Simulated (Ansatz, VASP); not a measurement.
# InAs: VASP beside Ansatz, part 2 of 2

Aim: how closely do two programs agree when they are given the same cell, functional and k mesh? The cell is taken from a series of runs on this material, whose earlier steps may have relaxed, scaled, displaced or heated it; both programs get it as it stands.

VASP 6.6.1 and Ansatz 0.2.0.

So far: Set-up; VASP: zone-centre phonons, LDA.

## 2. VASP: zone-centre phonons, LDA (continued)

Level of this step: LDA; plane waves and PAW (As, In_d) (VASP).

Numbers of over 12 decimals in the logs are rounded to 6 here.

From OUTCAR (step 2):

```text
ion  position               nearest neighbor table
   1  0.747  0.747  0.753-   2 2.59   2 2.59   2 2.61   2 2.61
   2  0.003  0.003  0.997-   1 2.59   1 2.59   1 2.61   1 2.61

  LATTYP: Found a body centered orthorhombic cell.
 ALAT       =     4.1329055784
 B/A-ratio  =     1.0319178885
 C/A-ratio  =     1.4814887797

 Subroutine GETGRP returns: Found  2 space group operations
 (whereof  2 operations were pure point group operations)

The static configuration has the point symmetry C_1h.

   k-points           NKPTS =   1728   k-points in BZ     NKDIM =   1728   number of bands    NBANDS=     15

   dimension x,y,z NGX =    32 NGY =   32 NGZ =   30
   dimension x,y,z NGXF=    64 NGYF=   64 NGZF=   60

   ENCUT  =  500.0 eV  36.75 Ry    6.06 a.u.   7.78  7.78  7.54*2*pi/ulx,y,z

   NELECT =      18.0000    total number of electrons

 k-points in reciprocal lattice and weights: Points of the shifted mesh
   0.04166667  0.04166667  0.04166667       0.001
   0.04166667  0.04166667  0.12500000       0.001
   0.04166667  0.04166667  0.20833333       0.001
   0.04166667  0.04166667  0.29166667       0.001
   0.04166667  0.04166667  0.37500000       0.001
   0.04166667  0.04166667  0.45833333       0.001
   0.04166667  0.04166667  0.54166667       0.001
   0.04166667  0.04166667  0.62500000       0.001
   0.04166667  0.04166667  0.70833333       0.001
[...]
0.95833333  0.95833333  0.87500000       0.001
   0.95833333  0.95833333  0.95833333       0.001

 average (electrostatic) potential at core
       1 -52.8871       2 -95.8980

  Total        0.4670605      0.4670605      0.0627467      0.4144935     -0.0013400     -0.0013400
  in kB       13.8676781     13.8676781      1.8630370     12.3068922     -0.0397855     -0.0397862
  external PRESSURE =       9.8661311 kB  Pullay stress =       0.0000000 kB

  energy-cutoff  :      500.00
  volume of cell :       53.96
      direct lattice vectors                 reciprocal lattice vectors
    -0.046638507  2.969044068  3.061426621    -0.165799943  0.165799943  0.163322549
     2.969044068 -0.046638507  3.061426621     0.165799943 -0.165799943  0.163322549
     2.922405561  2.922405561  0.000000000     0.171091927  0.171091927 -0.163322549

 POSITION                                       TOTAL-FORCE (eV/Angst)
 -----------------------------------------------------------------------------------
      4.38356      4.38356      4.57564         0.000029      0.000029     -0.001751
      2.92245      2.92245      0.01650        -0.000029     -0.000029      0.001751
 -----------------------------------------------------------------------------------
    total drift:                               -0.000059     -0.000059      0.000416

 Eigenvectors and eigenvalues of the dynamical matrix
 ----------------------------------------------------

   1 f  =    6.648523 THz    41.773899 2PiTHz  221.770841 cm-1    27.496068 meV
             X         Y         Z           dx          dy          dz
      4.383563  4.383563  4.575644     0.012582    0.012582    0.777894
      2.922451  2.922451  0.016496    -0.010147   -0.010147   -0.627979

   2 f  =    6.582842 THz    41.361216 2PiTHz  219.579972 cm-1    27.224435 meV
             X         Y         Z           dx          dy          dz
      4.383563  4.383563  4.575644     0.550017    0.550017   -0.017778
      2.922451  2.922451  0.016496    -0.444095   -0.444095    0.014369

   3 f  =    6.509238 THz    40.898750 2PiTHz  217.124816 cm-1    26.920034 meV
             X         Y         Z           dx          dy          dz
      4.383563  4.383563  4.575644     0.550189   -0.550189   -0.000000
      2.922451  2.922451  0.016496    -0.444175    0.444175    0.000000

   4 f/i=    0.001439 THz     0.009039 2PiTHz    0.047985 cm-1     0.005949 meV
             X         Y         Z           dx          dy          dz
      4.383563  4.383563  4.575644    -0.439416   -0.439416    0.092066
      2.922451  2.922451  0.016496    -0.544219   -0.544219    0.114024

   5 f/i=    0.001858 THz     0.011672 2PiTHz    0.061965 cm-1     0.007683 meV
             X         Y         Z           dx          dy          dz
      4.383563  4.383563  4.575644     0.444175   -0.444175   -0.000000
      2.922451  2.922451  0.016496     0.550189   -0.550189   -0.000000

   6 f/i=    0.002042 THz     0.012828 2PiTHz    0.068101 cm-1     0.008443 meV
             X         Y         Z           dx          dy          dz
      4.383563  4.383563  4.575644    -0.065093   -0.065093   -0.621360
      2.922451  2.922451  0.016496    -0.080633   -0.080633   -0.769697

 ELASTIC MODULI CONTR FROM IONIC RELAXATION (kBar)
 Direction    XX          YY          ZZ          XY          YZ          ZX
 --------------------------------------------------------------------------------
 XX          -0.8180     -0.8171     -1.6395    -14.9676      1.3299     -1.0259
 YY          -0.8171     -0.8180     -1.6395    -15.0337      0.8747     -0.5028
 ZZ          -1.6395     -1.6395     -3.2911    -30.0945      1.4351     -2.2190
 XY         -14.9676    -15.0337    -30.0945   -277.5601      1.4653      1.2976
 YZ           1.3299      0.8747      1.4351      1.4653   -283.4644    -28.4621
 ZX          -1.0259     -0.5028     -2.2190      1.2976    -28.4621   -279.7274
 --------------------------------------------------------------------------------
```

## 3. Ansatz: zone-centre phonons, LDA

Ansatz runs on its PAW soft_1 files.

The same cell, functional (in two slightly different forms), mesh and smearing now go to Ansatz, which takes its cutoff from its data sets.

Input file input.yaml:

```yaml
crystal:
  lattice:
    - [-0.0466385074, 2.969044068, 3.0614266209]
    - [2.969044068, -0.0466385074, 3.0614266209]
    - [2.9224055605, 2.9224055605, 0.0]
  atoms:
    - { symbol: As, position: [0.7473058788, 0.7473058788, 0.7526785462] }
    - { symbol: In, position: [0.0026941212, 0.0026941212, -0.0026785462] }
kpoints:
  mp_grid: { grid: [12, 12, 12], shift: [0.5, 0.5, 0.5] }
hamiltonian:
  xc: lda
  pseudopotentials: { kind: paw, azcp: { folder: soft_1 }, xc_functional: pbe }
scf:
  occupations: { method: gaussian, width: 0.015 }
output:
  eigenvalues: true
phonons:
  method: dfpt
```

On the command line:

```
$ ansatz run input.yaml --threads 4 --pin off --max-ram 10240MiB --backend cpu --events-out ev --progress --plain --runs-dir out
```

Log:

```text
Engine: ansatz 0.2.0, aarch64-unknown-linux-gnu
Pseudopotentials: kind: paw
Pseudopotential: As, paw, valence charge 15, recommended cutoff 420 eV (normal), soft_1/As.paw.azcp
Pseudopotential: In, paw, valence charge 13, recommended cutoff 420 eV (normal), soft_1/In.paw.azcp
Functional definition: SPW92
  exchange = slater_x
  correlation = pw_c
Crystal: 2 atoms, lattice volume = 53.961 Å³
Basis set: ecut = 420 eV, 1047 PW (Γ), exchange–correlation on 60×60×60 points (8 copies of the dense FFT grid, shifted against one another)
Bands: 18, of which v1, the nominal top of the filled ones, is band 14 counted from 1 (13 counted from 0)
Symmetry: 2 space group operations
k-points: 864 of 1728 (irreducible under 1 space group operation, time reversal used)
Non-local potential: As, projectors of the file, l = 0: 2, l = 1: 2, l = 2: 3, l = 3: 1
Non-local potential: In, projectors of the file, l = 0: 2, l = 1: 2, l = 2: 2, l = 3: 1
PAW form: soft (Blöchl's): semilocal exchange-correlation on the pseudo side does not see the compensation charge
PAW frozen core: As, regenerated for the run's functional, and the local potential with it (the file was generated under x = pbe(κ = 0.804, μ = 0.219515), c = pbe(β = 0.066725))
PAW frozen core: In, regenerated for the run's functional, and the local potential with it (the file was generated under x = pbe(κ = 0.804, μ = 0.219515), c = pbe(β = 0.066725))
PAW one-centre angular grid: As, 590 points (default); XC on 64 Gauss nodes
PAW one-centre angular grid: In, 590 points (default); XC on 64 Gauss nodes
Initial density: superposition of atomic densities (chi_scale 0.1, normalization cell, long waves kept (reshape's long-wave potential 0.00 eV rms))
Initial wavefunctions: pseudopotential atomic-orbital guess
Functional: x = slater, c = lda
SCF iter   1: F=—  HF=-10231.420467 eV  |F-HF|=—  |Δ(HF+E_count)|=         —  Δρ=2.85e-2  dr2=3.90e-1  ethr=3.10e-3  ⟨swp⟩=6.0  Hψ=78592  notcnv=0
preconditioner: auto → none  [insulator: Δε(μ)=0.481 eV  Ē_g=14.763 eV  σ=0.015 eV  W_gap=1.00  n_scr=14 (ndim 8)  ℏωp=21.4 eV  f_vac=0.004  D(μ)=0.00/eV (n_scr^D=0)  ε∞_Penn≈3.1]
SCF iter   2: F=—  HF=-10231.308599 eV  |F-HF|=—  |Δ(HF+E_count)|=   1.12e-1  Δρ=1.27e-2  dr2=6.42e-2  ethr=1.39e-3  ⟨swp⟩=2.0  Hψ=25920  notcnv=0
SCF iter   3: F=—  HF=-10231.293849 eV  |F-HF|=—  |Δ(HF+E_count)|=   1.48e-2  Δρ=2.60e-3  dr2=7.96e-3  ethr=2.29e-4  ⟨swp⟩=2.7  Hψ=31981  notcnv=0
SCF iter   4: F=—  HF=-10231.290375 eV  |F-HF|=—  |Δ(HF+E_count)|=   3.47e-3  Δρ=7.08e-4  dr2=1.30e-4  ethr=2.84e-5  ⟨swp⟩=3.0  Hψ=34203  notcnv=0
SCF iter   5: F=—  HF=-10231.290398 eV  |F-HF|=—  |Δ(HF+E_count)|=   2.37e-5  Δρ=1.84e-4  dr2=6.20e-6  ethr=4.63e-7  ⟨swp⟩=3.0  Hψ=31037  notcnv=0
SCF iter   6: F=—  HF=-10231.290404 eV  |F-HF|=—  |Δ(HF+E_count)|=   5.58e-6  Δρ=2.60e-5  dr2=3.44e-7  ethr=2.21e-8  ⟨swp⟩=2.9  Hψ=28372  notcnv=0
SCF iter   7: F=—  HF=-10231.290403 eV  |F-HF|=—  |Δ(HF+E_count)|=   6.22e-7  Δρ=6.11e-6  dr2=2.18e-8  ethr=1.23e-9  ⟨swp⟩=2.0  Hψ=23328  notcnv=0
SCF iter   8: F=—  HF=-10231.290403 eV  |F-HF|=—  |Δ(HF+E_count)|=   1.12e-8  Δρ=6.34e-7  dr2=7.83e-11  ethr=7.80e-11  ⟨swp⟩=2.0  Hψ=27648  notcnv=0
SCF iter   9: F=—  HF=-10231.290403 eV  |F-HF|=—  |Δ(HF+E_count)|=  1.09e-11  Δρ=2.00e-7  dr2=1.81e-11  ethr=1.00e-12  ⟨swp⟩=6.0  Hψ=71930  notcnv=0
SCF iter  10: F=-10231.290403 eV  HF=-10231.290403 eV  |F-HF|=3.64e-12  |Δ(HF+E_count)|=  9.09e-12  Δρ=4.65e-8  dr2=5.11e-13  ethr=1.00e-12  ⟨swp⟩=5.4  Hψ=64360  notcnv=0
SCF 1 converged in 10 iterations: F = -10231.290403 eV  dr2 = 5.11e-13
  greatest PAW one-centre occupation: 0.999 electrons in one spin orbital (limit 2), on the As atom at site 0 (counted from 0), in its partial waves of l = 2
DFPT response loops at Γ: preconditioner auto → none (the input reference at scf.mixing.eps_inf says where Resta's filter doesn't serve); β = 0.50; Broyden in place of MSR1
SCF converged after 10 iterations
Free energy (F): -10231.290403 eV
Harris-Foulkes:  -10231.290403 eV  (|F-HF|=3.64e-12)
Internal energy: -10231.290403 eV  (E = F + TS)
E sigma→0 (E₀):  -10231.290403 eV
Fermi energy:    7.880502 eV
--- Per-component energies (eV) ---
  E_band       = -319.524036
  E_kinetic    = 319.034989
  E_local      = -3452.450445  (includes V_loc(G=0)·N_el)
  E_nonlocal   = -59.445943
  E_hartree    = 1717.841755
  E_xc         = -212.589481
  E_vxc        = -165.006068  (∫ρ·V_xc dr)
  E_paw        = -6001.887279  (= ΣΔE_a)
  E_vpaw       = -397.340120  (= ΣTr[D̂ρ^β])
  E_aug_tail   = 0.000074  (compensation charges beyond the density's cutoff)
  E_ewald      = -2544.153837
  E_core_change = 2.359764  (= ΣΔE_core)
  E_smearing   = -0.000000  (= −TS)
  E_closure    = 0.000000  (closes the sum)
  Σ components = -10231.290403   (vs F -10231.290403, Δ=0.00e0)
--- Band table (eV; the first three rows and the last of 864) ---
  k-point 0: bands = [... 10 lower, -4.3902, 6.9502, 7.5952, 7.6302, 8.0912, 11.3944, 11.6109, 11.6938]
  k-point 1: bands = [... 10 lower, -4.2827, 6.1331, 7.3162, 7.5539, 8.6320, 11.4696, 11.4956, 12.1054]
  k-point 2: bands = [... 10 lower, -4.0312, 4.9228, 7.0251, 7.3567, 8.8941, 11.6676, 11.8190, 12.6164]
  k-point 863: bands = [... 10 lower, -2.8994, 1.6945, 6.4718, 6.7593, 8.7996, 12.3307, 12.4841, 14.5464]
--- Phonons (Γ-DFPT): 4 representative perturbations + reference, on 864 of 1728 k-points (Σ response iterations 12) ---
  k mesh reduced under 1 symmetry operation, with k and −k counted as one. Each operation leaves every solved perturbation unchanged. A smaller set is not used because it would not reduce the number of displacements times k-points to solve
  ASR residual: 2.639e-5 → 0.000e0 eV/Å²; symmetrization residual: 2.216e-5 eV/Å²
  ASR residual per site (eV/Å²): 2.64e-5 2.55e-5
  Γ frequencies (cm⁻¹): 0.00 0.00 0.00 216.19 218.75 220.81
  non-analytic LO–TO correction: not included (Born effective charges unavailable; polar crystals: no LO–TO splitting at Γ)
```

## 4. Side by side

Known differences besides the potentials themselves: the two LDA forms differ slightly; the data sets hold 28 valence electrons in Ansatz (on its PAW soft_1 files) and 18 in VASP; the cutoff is 420 eV in Ansatz and 500 eV in VASP; VASP's log shows a relativistic correction to its local exchange, Ansatz's none. Total energies have different zeros and are not compared.

Compared:

```tsv
quantity	Ansatz	VASP	difference
optical mode 1 (cm⁻¹)	216.2	217.1	-0.43 %
optical mode 2 (cm⁻¹)	218.8	219.6	-0.38 %
optical mode 3 (cm⁻¹)	220.8	221.8	-0.43 %
```

Modes are paired by rising frequency, not by their patterns, so a pair may set unlike modes beside each other; they are those without the splitting of longitudinal modes.

## 5. What came out

* r.m.s. difference of the optical zone-centre modes, each program's sorted by frequency (zone-centre phonons, LDA): 0.91 cm⁻¹

In words: The r.m.s. difference of the optical zone-centre modes, each program's sorted by frequency is 0.91 cm⁻¹ (zone-centre phonons, LDA). The data sets hold unlike numbers of valence electrons (28 in Ansatz and 18 in VASP), so part of the differences comes from the potentials. How closely two codes agree says nothing of how well the functional describes the real material.

[Lines on the potential files, build, host, timing and source positions are cut from VASP's logs without a mark.]

[Logs are printed without paths, hosts, clocks, repeated set-up lines and the standing remarks that a program may print on its own settings, such as how far it seeks lower states.]

[Hosts, paths, dates, database ids (printed as entryN), source tags and the programs' standing remarks are cut or masked in the printed files.]
